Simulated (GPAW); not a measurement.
The system is Cr.

```
CELL_PARAMETERS angstrom
2.71400 0.00000 0.00000
-1.35700 2.35039 0.00000
0.00000 0.00000 4.41000
ATOMIC_POSITIONS crystal
Cr 0.66667 0.33333 0.75000
Cr 0.33333 0.66667 0.25000
```

This isn't the form of Cr at room conditions, which is bcc.

Base run:

| Item | Value |
| --- | --- |
| Program | GPAW 26.7.0 |
| Functional | PBEsol |
| Potentials or basis | PAW data sets generated in the run's folder for this functional |
| Cutoff | 600 eV |
| Basis | pw |
| k mesh | 10 × 10 × 5 |
| Occupations | fermi-dirac, width 0.05 eV |
| Spin | collinear spin, ferromagnetic start |
| Starting moments | [3.0, 3.0] μB |

Its results: pressure -31.5 GPa; net moment 1.94 μB per cell; site moments Cr +0.86 μB.

The run is repeated on the same cell with these changes: hubbard terms from none to Cr d U = 1 eV. What comes out?

Pressure -19.2 GPa; net moment 4.02 μB per cell; site moments Cr +1.82 μB.

Caveats: a pressure of tens of GPa on the cell as given is suspect, and the run, the potentials or the cell itself is likely at fault (some runs); the U is typed as a test and isn't derived for this compound (some runs).
